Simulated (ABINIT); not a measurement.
The system is Te2Mo.

```
Te Mo
1.0
     3.51820    0.00000    0.00000
    -1.75910    3.04685    0.00000
     0.00000    0.00000   13.97360
Te Mo
4 2
Direct
  0.66667 0.33333 0.37900
  0.33333 0.66667 0.87900
  0.66667 0.33333 0.12100
  0.33333 0.66667 0.62100
  0.66667 0.33333 0.75000
  0.33333 0.66667 0.25000
```

- Program: ABINIT 10.8.3 (patched build)
- Task: single point
- Functional: PBE
- Potentials or basis: JTH PAW PBE v2.0
- Cutoff: 408 eV
- k mesh: 9 × 9 × 2
- Occupations: fermi-dirac, width 0.05 eV
- Spin: no spin polarisation

On this cell: pressure 3.8 GPa; largest force 0.299 eV/Å; band gap on the k mesh 0.74 eV, indirect (least direct gap 1.04 eV).

The same run follows on a disturbed copy (atoms moved at random, drawn with an rms of 0.05 Å):

```
Te Mo
1.0
     3.51820    0.00000    0.00000
    -1.75910    3.04685    0.00000
     0.00000    0.00000   13.97360
Te Mo
4 2
Direct
  0.68221 0.35004 0.37941
  0.33262 0.66864 0.88013
  0.67577 0.34141 0.12384
  0.34483 0.67496 0.62304
  0.65283 0.31865 0.74889
  0.31947 0.65670 0.25247
```

**Question.** What changes?

**Answer.** The energy moves by +22.5 meV/atom; pressure 4.8 GPa; largest force 1.369 eV/Å; band gap on the k mesh 0.71 eV, indirect (least direct gap 1.02 eV).

Forces in eV/Å, atoms in the order of the input:
```
Te  -0.473 -0.610  0.785
Te  -0.126 -0.353  0.023
Te  -0.378 -0.416 -0.468
Te  -0.349 -0.561 -0.906
Mo   0.471  0.922  0.896
Mo   0.854  1.018 -0.329
```

Stress tensor (GPa, compression positive):
```
4.34 0.16 0.21
0.16 4.16 0.02
0.21 0.02 5.95
```

Caveats: spin-orbit coupling is left out, which moves the levels of the heavy elements; an odd mesh through Γ misses points on the zone boundary, where band edges often lie; this functional lacks dispersion, which binds the layers, so the pressure and a relaxed spacing across them are unreliable (some runs).
